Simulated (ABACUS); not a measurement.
Here is an ABACUS 3.10.1 calculation.

The input run_abacus.py:

```python
"""ABACUS run from a structure file: ASE reads it, the script writes STRU, KPT and INPUT."""
import re
import subprocess
import spglib
from ase import Atoms
from ase.io import read
from ase.units import Bohr

atoms = read("GaP.cif")
cell, frac, numbers = spglib.standardize_cell((atoms.cell[:], atoms.get_scaled_positions(), atoms.numbers), to_primitive=True, symprec=1e-4)
atoms = Atoms(numbers=numbers, cell=cell, scaled_positions=frac, pbc=True)  # the primitive cell
atoms = atoms[(-atoms.numbers).argsort(kind="stable")]  # ABACUS lists atoms element by element
pseudo = {'Ga': 'Ga_ONCV_PBE-1.2.upf', 'P': 'P_ONCV_PBE-1.2.upf'}
orbital = {'Ga': 'Ga_confined-atom_8au_2s2p2d.orb', 'P': 'P_confined-atom_7au_2s2p1d.orb'}
magmoms = None
kmesh = [8, 8, 8]
params = {
    'suffix': 'GaP',
    'calculation': 'scf',
    'basis_type': 'lcao',
    'pseudo_dir': './',
    'orbital_dir': './',
    'symmetry': 1,
    'dft_functional': 'pz',
    'ecutwfc': 100,
    'pseudo_rcut': 7,
    'nspin': 1,
    'nbands': 13,
    'ks_solver': 'genelpa',
    'smearing_method': 'fd',
    'smearing_sigma': 0.00367493,
    'scf_thr': 1e-07,
    'scf_nmax': 100,
    'mixing_type': 'broyden',
    'mixing_beta': 0.7,
    'cal_force': 1,
    'cal_stress': 1,
    'out_mul': 1,
}

symbols = atoms.get_chemical_symbols()
elements = list(dict.fromkeys(symbols))
lines = ["ATOMIC_SPECIES"] + [f"{e} {atoms.get_masses()[symbols.index(e)]:.4f} {pseudo[e]}" for e in elements]
if orbital:
    lines += ["", "NUMERICAL_ORBITAL"] + [orbital[e] for e in elements]
lines += ["", "LATTICE_CONSTANT", f"{1 / Bohr:.10f}", "", "LATTICE_VECTORS"]
lines += [" ".join(f"{x:.10f}" for x in v) for v in atoms.cell]
lines += ["", "ATOMIC_POSITIONS", "Direct"]
for e in elements:
    lines += ["", e, "0.0", str(symbols.count(e))]
    for i, p in enumerate(atoms.get_scaled_positions(wrap=False)):
        if symbols[i] == e:
            mag = "" if magmoms is None else " mag " + " ".join(str(x) for x in (magmoms[i] if isinstance(magmoms[i], list) else [magmoms[i]]))
            lines.append(" ".join(f"{x:.10f}" for x in p) + " 1 1 1" + mag)
open("STRU", "w").write("\n".join(lines) + "\n")
open("KPT", "w").write("K_POINTS\n0\nGamma\n%d %d %d 0 0 0\n" % tuple(kmesh))
open("INPUT", "w").write("INPUT_PARAMETERS\n" + "".join(f"{k:<20s}{v}\n" for k, v in params.items()))

done = subprocess.run(['mpirun', '-np', '4', 'abacus'])
if done.returncode:
    raise SystemExit(done.returncode)
log = open("OUT.GaP/running_scf.log").read()
print("final energy (eV):", re.findall(r"FINAL_ETOT_IS (\S+)", log))
```

File GaP.cif:

```cif
data_GaP
_cell_length_a 5.45050000
_cell_length_b 5.45050000
_cell_length_c 5.45050000
_cell_angle_alpha 90.00000000
_cell_angle_beta 90.00000000
_cell_angle_gamma 90.00000000
_space_group_name_H-M_alt 'F-43m'
_space_group_name_Hall 'F -4 2 3'
_space_group_IT_number 216
loop_
_space_group_symop_operation_xyz
'x,y,z'
'y,-x,-z'
'-x,-y,z'
'-y,x,-z'
'x,-y,-z'
'y,x,z'
'-x,y,-z'
'-y,-x,z'
'z,x,y'
'-z,y,-x'
'z,-x,-y'
'-z,-y,x'
'-z,x,-y'
'z,y,x'
'-z,-x,y'
'z,-y,-x'
'y,z,x'
'-x,-z,y'
'-y,z,-x'
'x,-z,-y'
'-y,-z,x'
'x,z,y'
'y,-z,-x'
'-x,z,-y'
'x,y+1/2,z+1/2'
'y,-x+1/2,-z+1/2'
'-x,-y+1/2,z+1/2'
'-y,x+1/2,-z+1/2'
'x,-y+1/2,-z+1/2'
'y,x+1/2,z+1/2'
'-x,y+1/2,-z+1/2'
'-y,-x+1/2,z+1/2'
'z,x+1/2,y+1/2'
'-z,y+1/2,-x+1/2'
'z,-x+1/2,-y+1/2'
'-z,-y+1/2,x+1/2'
'-z,x+1/2,-y+1/2'
'z,y+1/2,x+1/2'
'-z,-x+1/2,y+1/2'
'z,-y+1/2,-x+1/2'
'y,z+1/2,x+1/2'
'-x,-z+1/2,y+1/2'
'-y,z+1/2,-x+1/2'
'x,-z+1/2,-y+1/2'
'-y,-z+1/2,x+1/2'
'x,z+1/2,y+1/2'
'y,-z+1/2,-x+1/2'
'-x,z+1/2,-y+1/2'
'x+1/2,y,z+1/2'
'y+1/2,-x,-z+1/2'
'-x+1/2,-y,z+1/2'
'-y+1/2,x,-z+1/2'
'x+1/2,-y,-z+1/2'
'y+1/2,x,z+1/2'
'-x+1/2,y,-z+1/2'
'-y+1/2,-x,z+1/2'
'z+1/2,x,y+1/2'
'-z+1/2,y,-x+1/2'
'z+1/2,-x,-y+1/2'
'-z+1/2,-y,x+1/2'
'-z+1/2,x,-y+1/2'
'z+1/2,y,x+1/2'
'-z+1/2,-x,y+1/2'
'z+1/2,-y,-x+1/2'
'y+1/2,z,x+1/2'
'-x+1/2,-z,y+1/2'
'-y+1/2,z,-x+1/2'
'x+1/2,-z,-y+1/2'
'-y+1/2,-z,x+1/2'
'x+1/2,z,y+1/2'
'y+1/2,-z,-x+1/2'
'-x+1/2,z,-y+1/2'
'x+1/2,y+1/2,z'
'y+1/2,-x+1/2,-z'
'-x+1/2,-y+1/2,z'
'-y+1/2,x+1/2,-z'
'x+1/2,-y+1/2,-z'
'y+1/2,x+1/2,z'
'-x+1/2,y+1/2,-z'
'-y+1/2,-x+1/2,z'
'z+1/2,x+1/2,y'
'-z+1/2,y+1/2,-x'
'z+1/2,-x+1/2,-y'
'-z+1/2,-y+1/2,x'
'-z+1/2,x+1/2,-y'
'z+1/2,y+1/2,x'
'-z+1/2,-x+1/2,y'
'z+1/2,-y+1/2,-x'
'y+1/2,z+1/2,x'
'-x+1/2,-z+1/2,y'
'-y+1/2,z+1/2,-x'
'x+1/2,-z+1/2,-y'
'-y+1/2,-z+1/2,x'
'x+1/2,z+1/2,y'
'y+1/2,-z+1/2,-x'
'-x+1/2,z+1/2,-y'
loop_
_atom_site_label
_atom_site_type_symbol
_atom_site_symmetry_multiplicity
_atom_site_Wyckoff_symbol
_atom_site_fract_x
_atom_site_fract_y
_atom_site_fract_z
_atom_site_occupancy
Ga1 Ga 4 a 0.0000000000 0.0000000000 0.0000000000 1
P1 P 4 c 0.2500000000 0.2500000000 0.2500000000 1
```

Potentials or basis: SG15 ONCV 1.2 PBE, DZP LCAO (the cutoffs set its grid).

The run is started by

```console
$ OMP_NUM_THREADS=1 python run_abacus.py > log
```

(1) What does it give for the Mulliken charges?

(2) What does it give for the band gap on the k mesh?

(3) Estimate the pressure.

## Answers

(1) Ga -0.43; P +0.43 e.

(2) 1.45 eV, indirect (least direct gap 1.78 eV).

(3) -0.6 GPa.

Caveat: the atomic orbitals were generated for these runs and aren't a published set; the potentials were made for another functional, which shifts forces and pressure; the basis of atomic orbitals isn't converged, which shifts pressures, moduli and gaps.

**The experiment to reproduce.**

“Stacking defects in GaP nanowires: Electronic structure and optical properties”, 2018, arxiv:1810.01194 quotes, for a bulk crystal of GaP at 10 K: band gap 2.34 eV (indirect).

Measured gap of GaP: 2.34 eV (indirect; 10 K; quoted in “Stacking defects in GaP nanowires: Electronic structure and optical properties”, 2018, arxiv:1810.01194). This calculation gives 1.45 eV (-0.89 eV). Spin-orbit coupling on Ga is left out. The value is that of LDA in an atomic basis (SG15 ONCV 1.2 PBE, DZP LCAO (the cutoffs set its grid)), whose error adds to the functional's, on a finite k mesh, which can miss the band edges, without temperature or zero-point motion. Semilocal functionals fall short of measured gaps as a rule.
